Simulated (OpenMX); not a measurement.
## LiCl under changes of volume

One of the cells (16.871 Å³/atom); the others are scaled copies at fixed shape and fractional positions:

```
Cl Li
1.0
     0.00000    2.56477    2.56477
     2.56477    0.00000    2.56477
     2.56477    2.56477    0.00000
Cl Li
1 1
Direct
  0.50000 0.50000 0.50000
  0.00000 0.00000 0.00000
```

| Quantity | Value |
| --- | --- |
| Program | OpenMX 3.8.5 |
| Functional | PBE |
| Potentials or basis | OpenMX 2013 PBE set, Cl7.0-s2p2d1, Li8.0-s3p1, fixed grid of 30 × 30 × 30 points |
| k mesh | 9 × 9 × 9 |
| Occupations | fermi-dirac, width 0.05 eV |
| Spin | no spin polarisation |

```csv
volume (Å³/atom),energy over the lowest point (meV/atom),gap on the mesh (eV)
15.859,17.00,6.87
16.196,?,?
16.534,5.36,6.58
16.871,2.14,6.44
17.209,0.43,6.31
17.546,0.00,6.20
17.883,0.76,6.09
```

What does the run at 16.196 Å³/atom give?

Energy over the lowest point 10.27 meV/atom; gap on the mesh 6.72 eV.

Worked out: A Birch-Murnaghan fit of order 3 (a polynomial in V^(-2/3)) to the other rows has its minimum at 17.49 Å³/atom with B0 = V·E''(V) = 29 GPa and B' = 5.2. It gives 10.25 meV/atom at 16.196 Å³/atom, against the run's 10.27. A parabola through the other rows of the gap, of slope -7.11 eV per unit of ln V (its deformation potential) there, gives 6.72 eV, against the run's 6.72.

Energies are extrapolated to zero smearing.

Caveats: an odd mesh through Γ misses points on the zone boundary, where band edges often lie; the basis of atomic orbitals isn't converged, which shifts pressures, moduli and gaps.
